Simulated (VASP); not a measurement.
Crystal: TiSi.

```xyz
2
Lattice="3.0400 0.0000 0.0000 0.0000 3.0400 0.0000 0.0000 0.0000 3.0400" Properties=species:S:1:pos:R:3 pbc="T T T"
Ti    0.0000    0.0000    0.0000
Si    1.5200    1.5200    1.5200
```

The cell was built by a generator and needn't be a form met in nature.

* Program: VASP 6.6.1
* Task: relaxation of cell and atoms
* Functional: PBE
* Potentials or basis: VASP PAW PBE potentials, release 64 (Ti_sv, Si)
* Cutoff: 520 eV
* k mesh: 7 × 7 × 7
* Occupations: gaussian, width 0.15 eV
* Spin: no spin polarisation

At the start: pressure 9.9 GPa; volume 14.05 Å³/atom.

Q: How do energy, volume and symmetry change on relaxing?

A: Over 3 steps the energy falls by 36.4 meV/atom and the volume is 15.22 Å³/atom (+8.4 %); space group Pm-3m (No. 221, to 0.05 Å).

Step by step:
```csv
step,energy change (eV),largest force (eV/Å),pressure (GPa),volume (Å³)
1,0.0000,0.0000,9.85,28.09
2,-0.0495,0.0000,-5.36,31.75
3,-0.0728,0.0000,0.05,30.44
```

Final structure:
```
Ti Si
1.0
     3.12238    0.00000    0.00000
     0.00000    3.12238    0.00000
     0.00000    0.00000    3.12238
Ti Si
1 1
Direct
  0.00000 0.00000 0.00000
  0.50000 0.50000 0.50000
```
